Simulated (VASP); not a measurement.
# SiCH₆, nudged elastic band: which settings are enough?

SiCH₆, molecule in box, 8 atoms in the cell. PBE, nudged elastic band; PAW potentials C, Si, H (PBE set). VASP 6.6.1.

Wanted: barrier within 0.02 eV.

Path: methyl rotation in CH3SiH3.

The series start from Moving images: 3; Force threshold EDIFFG (eV/Å): -0.05; Optimiser of the band: quasi-Newton, POTIM 0.3; Spring constant SPRING: -5; First guess of the path: IDPP. Each series keeps the choices made before it, and each single choice may use up half of a tolerance. Times cover all steps of a run.

## Moving images

| Moving images | Barrier (eV) | Time (s) |
|---|---|---|
| 1 | 0.061 | 76 |
| 3 | 0.061 | 97 |
| 5 | 0.061 | 102 |
| 7 (reference) | 0.061 | 106 |

## Force threshold EDIFFG (eV/Å)

| Force threshold EDIFFG (eV/Å) | Barrier (eV) | Time (s) |
|---|---|---|
| -0.3 | 0.067 | 57 |
| -0.1 | 0.062 | 73 |
| -0.05 | 0.061 | 76 |
| -0.02 (reference) | 0.061 | 88 |

## Optimiser of the band

| Optimiser of the band | Barrier (eV) | Time (s) |
|---|---|---|
| quasi-Newton, POTIM 0.3 | 0.067 | 57 |
| quasi-Newton, POTIM 0.5 | 0.067 | 59 |
| quasi-Newton, POTIM 0.3, 2 steps kept | 0.067 | 58 |
| velocity quench, POTIM 0.1 | 0.067 | 57 |
| damped dynamics, POTIM 0.2, SMASS 0.8 | 0.067 | 58 |
| damped dynamics, POTIM 0.1, SMASS 2 (steepest descent) | 0.067 | 57 |

## Spring constant SPRING

| Spring constant SPRING | Barrier (eV) | Time (s) |
|---|---|---|
| -5 | 0.067 | 57 |
| -1 | 0.067 | 58 |
| -15 | 0.067 | 58 |
| 0 | 0.067 | 57 |

## First guess of the path

| First guess of the path | Barrier (eV) | Time (s) |
|---|---|---|
| IDPP | 0.067 | 57 |
| linear | 0.067 | 56 |
| linear, without the guessed midpoint | 0.121 | 439 |

## Question

The rows run from the loosest to the tightest (no order: optimiser of the band, spring constant SPRING, first guess of the path). For each series: choose the loosest value from which every tighter one stays within half of the tolerance; where there is no order, keep the first row unless others stay within half of the tolerance and take at least 30 % less time, and then take the fastest.

## Answer

- Moving images: 1
- Force threshold EDIFFG (eV/Å): -0.3
- Optimiser of the band: quasi-Newton, POTIM 0.3
- Spring constant SPRING: -5
- First guess of the path: IDPP

The choices weren't compared together with a run at all the tightest settings, so their joint error isn't shown.

## The input

INCAR.step1:
```
SYSTEM = SiH6C
PREC     = Normal         ! precision mode
ENCUT    = 400            ! plane-wave cutoff, eV
EDIFF    = 1E-6           ! SCF threshold, eV
ISMEAR   = 0              ! smearing method
SIGMA    = 0.01           ! smearing width, eV
ISYM     = 0            
LREAL    = .False.        ! projectors in reciprocal space
LASPH    = .True.         ! aspherical terms in the spheres
NELM     = 100            ! most SCF steps
ALGO     = Normal         ! electronic algorithm
LWAVE    = .False.        ! write WAVECAR
LCHARG   = .False.        ! write CHGCAR
IBRION   = 2              ! ionic algorithm
NSW      = 100            ! ionic steps
ISIF     = 2              ! what is computed and relaxed
EDIFFG   = -0.02          ! ionic threshold
POTIM    = 0.5            ! step
```

INCAR.step3, as INCAR.step1 but for:
```
- IBRION = 2
- ISIF = 2
- EDIFFG = -0.02
- POTIM = 0.5
+ IBRION = 1
+ POTIM = 0.3
+ EDIFFG = -0.3
+ SPRING = -5
+ IMAGES = 1
```

KPOINTS:
```
k-points
0
Gamma
  1 1 1
```

00/POSCAR:
```
SiH6C
1.0
    9.0000000000      0.0000000000      0.0000000000
    0.0000000000      9.5000000000      0.0000000000
    0.0000000000      0.0000000000     10.0000000000
C Si H
1 1 6
Direct
    0.5000000004      0.5000028943      0.3992571470
    0.4999999998      0.4999879881      0.5871327406
    0.5000000000      0.3918523820      0.3601057166
    0.4011297612      0.5540726819      0.3601069787
    0.5988702389      0.5540726813      0.3601069794
    0.4999999999      0.6471686154      0.6400613322
    0.3654695545      0.4264213785      0.6400604528
    0.6345304452      0.4264213785      0.6400604527
```

01/POSCAR:
```
SiH6C
1.0
    9.0000000000      0.0000000000      0.0000000000
    0.0000000000      9.5000000000      0.0000000000
    0.0000000000      0.0000000000     10.0000000000
C Si H
1 1 6
Direct
    0.5000000000      0.5000000000      0.3994374500
    0.5000000000      0.5000000000      0.5874543500
    0.5000000000      0.3926566316      0.3602477500
    0.4018733333      0.5536716842      0.3602477500
    0.5981266667      0.5536716842      0.3602477500
    0.3661284459      0.5732228421      0.6397522500
    0.4999999993      0.3535543146      0.6397522500
    0.6338715548      0.5732228433      0.6397522500
```

02/POSCAR:
```
SiH6C
1.0
    9.0000000000      0.0000000000      0.0000000000
    0.0000000000      9.5000000000      0.0000000000
    0.0000000000      0.0000000000     10.0000000000
C Si H
1 1 6
Direct
    0.5000000004      0.5000028944      0.3992571470
    0.5000000002      0.4999879886      0.5871327406
    0.5000000000      0.3918523820      0.3601057167
    0.4011297612      0.5540726819      0.3601069787
    0.5988702389      0.5540726813      0.3601069794
    0.3654695552      0.4264213783      0.6400604530
    0.6345304447      0.4264213776      0.6400604527
    0.4999999994      0.6471686159      0.6400613320
```

POSCAR.step1:
```
SiH6C
1.0
    9.0000000000      0.0000000000      0.0000000000
    0.0000000000      9.5000000000      0.0000000000
    0.0000000000      0.0000000000     10.0000000000
C Si H
1 1 6
Direct
    0.5000000000      0.5000000000      0.3994374500
    0.5000000000      0.5000000000      0.5874543500
    0.5000000000      0.3926566316      0.3602477500
    0.4018733333      0.5536716842      0.3602477500
    0.5981266667      0.5536716842      0.3602477500
    0.5000000000      0.6464456842      0.6397522500
    0.3661284444      0.4267771579      0.6397522500
    0.6338715556      0.4267771579      0.6397522500
```

POSCAR.step2:
```
SiH6C
1.0
    9.0000000000      0.0000000000      0.0000000000
    0.0000000000      9.5000000000      0.0000000000
    0.0000000000      0.0000000000     10.0000000000
C Si H
1 1 6
Direct
    0.5000000000      0.5000000000      0.3994374500
    0.5000000000      0.5000000000      0.5874543500
    0.5000000000      0.3926566316      0.3602477500
    0.4018733333      0.5536716842      0.3602477500
    0.5981266667      0.5536716842      0.3602477500
    0.3661284459      0.4267771579      0.6397522500
    0.6338715548      0.4267771567      0.6397522500
    0.4999999993      0.6464456854      0.6397522500
```

Commands (each step's output is kept before the next begins):
```
cat potpaw_PBE.64/C/POTCAR potpaw_PBE.64/Si/POTCAR potpaw_PBE.64/H/POTCAR > POTCAR
cp INCAR.step1 INCAR
cp POSCAR.step1 POSCAR
mpirun -np 2 vasp_gam > vasp.out
cp POSCAR.step2 POSCAR
mpirun -np 2 vasp_gam > vasp.out
# 00 and 02 hold the relaxed ends; the images between are interpolated (pair-distance (IDPP), through a guessed midpoint)
cp INCAR.step3 INCAR
mpirun -np 1 vasp_gam > vasp.out
```

Limits: a single image in the middle can't show two humps with a dip between them, and says nothing of the springs; the first guess already met the force threshold, so the band hardly moved.

The chosen input took VASP 6.6.1 57 s on 2 cores (Intel Xeon 6975P-C (Granite Rapids)), a shared host.
